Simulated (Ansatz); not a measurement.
LaAlO3 (cubic perovskite, space group No. 221) at seven volumes, plane-wave PAW PBE (Ansatz code), scaled uniformly. One row is withheld.

```json
[
 {"V (Å³/atom)": "10.085", "P (GPa)": "22.12"},
 {"V (Å³/atom)": "10.417", "P (GPa)": "13.55"},
 {"V (Å³/atom)": "10.750", "P (GPa)": "6.24"},
 {"V (Å³/atom)": "11.082", "P (GPa)": "0.01"},
 {"V (Å³/atom)": "11.415", "P (GPa)": "-5.32"},
 {"V (Å³/atom)": "11.747", "P (GPa)": "?"},
 {"V (Å³/atom)": "12.080", "P (GPa)": "-13.76"}
]
```

Task: Fit the shown pressures and predict the withheld one.

Result: P = (3/2)B₀(x^(7/2) − x^(5/2))[1 + (3/4)(B′ − 4)(x − 1)] with x = (V₀/V)^(2/3). Least squares on the six rows gives V₀ = 11.083 Å³/atom, B₀ = 192 GPa, B′ = 4.26. At V = 11.747, x = 0.9620 and P = -9.87 GPa. The run itself gave -9.87 GPa.

Space group Pm-3m (cubic perovskite). This is a known high-temperature phase of the composition, computed here at zero pressure and temperature. Symmetry was held in the PBE relaxation. At this level the phase is dynamically unstable (imaginary phonons). Scalar-relativistic: spin–orbit coupling is off unless named, which matters more the heavier the elements.

Potentials: the later of the program's two PAW sets.
